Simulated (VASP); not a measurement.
# Al₂O₃: restarted molecular dynamics, 2 variants

Al₂O₃, Pnnm (no. 58), 10 atoms in the cell. PBE, molecular dynamics; PAW potentials Al, O (PBE set).

| Restart from | Temperature at the end (K) | The same without a restart (K) | Potential energy at the end (eV/atom) | The same without a restart (eV/atom) | Electronic steps in the first step after the restart | Time (s) |
|---|---|---|---|---|---|---|
| CONTCAR with velocities, WAVECAR read | 2139.0 | 2140.0 | -7.03923 | -7.03923 | 5 | 136 |
| CONTCAR with velocities, no WAVECAR | 2139.0 | 2140.0 | -7.03922 | -7.03923 | 16 | 132 |

Limits: 60 fs of 10 atoms are too short for converged averages; the cell is only 3.1 Å across, so each atom moves in step with near copies of itself.

## Input of the first row

INCAR.step1:
```
SYSTEM = Al2O3
ALGO = Normal
EDIFF = 1E-6
ENCUT = 400
GGA = PE
IBRION = 0
ISIF = 2
ISMEAR = 0
ISYM = 0
KPAR = 2
LASPH = .True.
LCHARG = .False.
LREAL = Auto
LWAVE = .True.
MDALGO = 2
NELM = 60
NELMIN = 4
NSW = 30
POTIM = 1.0
PREC = Normal
RANDOM_SEED = 691436 0 0
SIGMA = 0.05
SMASS = 0
TEBEG = 1600
```

INCAR.step2, as INCAR.step1 but for:
```
- LWAVE = .True.
+ LWAVE = .False.
```

KPOINTS:
```
k-points
0
Gamma
  2 1 3
```

POSCAR.step1:
```
Al2O3
1.0
    4.6137770000      0.0000000000      0.0000000000
    0.0000000000      9.5632790000      0.0000000000
    0.0000000000      0.0000000000      3.1198620000
Al O
4 6
Direct
    0.9829750000      0.8245730000      0.0000000000
    0.0170250000      0.1754270000      0.0000000000
    0.4829750000      0.6754270000      0.5000000000
    0.5170250000      0.3245730000      0.5000000000
    0.5000000000      0.5000000000      0.5000000000
    0.1236350000      0.7530500000      0.5000000000
    0.3763650000      0.2530500000      0.0000000000
    0.6236350000      0.7469500000      0.0000000000
    0.0000000000      0.0000000000      0.0000000000
    0.8763650000      0.2469500000      0.5000000000
```

Commands (each step's output is kept before the next begins):
```
cat potpaw_PBE.64/Al/POTCAR potpaw_PBE.64/O/POTCAR > POTCAR
cp INCAR.step1 INCAR
cp POSCAR.step1 POSCAR
mpirun -np 2 vasp_std > vasp.out
cp CONTCAR POSCAR
cp INCAR.step2 INCAR
mpirun -np 2 vasp_std > vasp.out
```

Changes of the last row against the first:
```
(step 1)
- LWAVE = True
+ LWAVE = False
```

VASP 6.6.1 took 136 s on 2 cores (AMD EPYC 7R13 (Zen 3)), a shared host.
